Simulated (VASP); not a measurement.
Here is a VASP 6.6.1 calculation.

File INCAR:

```
SYSTEM = BaS
  ALGO = Normal
  EDIFF = 1E-6
  EDIFFG = -0.01
  ENCUT = 600
  GGA = PE
  IBRION = 2
  ISIF = 3
  ISMEAR = -1
  LASPH = .True.
  LCHARG = .False.
  LREAL = .False.
  LWAVE = .False.
  NELM = 100
  NSW = 60
  PREC = Accurate
  SIGMA = 0.01
```

KPOINTS

```
k-points
0
Gamma
  3 3 3
  0 0 0
```

Contents of POSCAR:

```
BaS
1.0
    6.3900000000      0.0000000000      0.0000000000
    0.0000000000      6.3900000000      0.0000000000
    0.0000000000      0.0000000000      6.3900000000
Ba S
4 4
Direct
    0.0000000000      0.0000000000      0.0000000000
    0.0000000000      0.5000000000      0.5000000000
    0.5000000000      0.0000000000      0.5000000000
    0.5000000000      0.5000000000      0.0000000000
    0.5000000000      0.5000000000      0.5000000000
    0.0000000000      0.0000000000      0.5000000000
    0.0000000000      0.5000000000      0.0000000000
    0.5000000000      0.0000000000      0.0000000000
```

Potentials or basis: VASP PAW PBE potentials, release 64 (Ba_sv, S).

The run is started by

```bash
$ cat potpaw_PBE.64/Ba_sv/POTCAR potpaw_PBE.64/S/POTCAR > POTCAR
$ mpirun -np 1 vasp_std > vasp.out
```

Problem. What does it give for the relaxed volume?

Solution. 33.70 Å³/atom.

Problem. Predict the band gap on the k mesh.

Solution. 2.16 eV.

The path:
```csv
step,energy change (eV),largest force (eV/Å),pressure (GPa),volume (Å³)
1,0.0000,0.0000,1.47,260.92
2,-0.0353,0.0000,-0.40,272.36
3,-0.0387,0.0000,0.00,269.63
```

Caveat: spin-orbit coupling is left out, which moves the levels of the heavy elements; an odd mesh through Γ misses points on the zone boundary, where band edges often lie.
